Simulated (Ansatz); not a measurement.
We consider wurtzite BeO, described by LC-ωPBE (plane waves, PAW; Ansatz, a first-principles code).

Settings: plane-wave cutoff 460 eV, 12×12×6 k mesh (along the axes of the cell as run), Fermi–Dirac smearing 0.01 eV, scalar-relativistic PAW data made under PBE.

Computed at the level's own relaxed cell.

### Question
Predict the lattice constant a, lattice parameter c, band gap and width of the whole s-p valence band.

### Answer

* **lattice constant a**: 2.688 Å
* **lattice parameter c**: 4.364 Å
* **band gap**: 15.35 eV (on the SCF k mesh) (direct)
* **width of the whole s-p valence band**: 20.80 eV

Measured, for comparison: band gap 11.29 eV (zero-point renormalisation of 699 meV (computed, non-adiabatic AHC, without the lattice-expansion part) added back here; inputs from Miglio et al. (2020), arXiv:2011.12765); lattice constant a 2.698 Å, lattice parameter c 4.377 Å (temperature not stated, no zero-point or thermal correction; as tabulated in Wikipedia's data pages). Computed (rounded) less measured: band gap +4.06 eV, lattice constant a -0.4 %, lattice parameter c -0.3 %. A static lattice is as a rule a little smaller and stiffer than an uncorrected measurement, which narrows the difference in the lattice constant a and would widen misses of the other sign.

The computed numbers hold no vibrational or temperature effects.
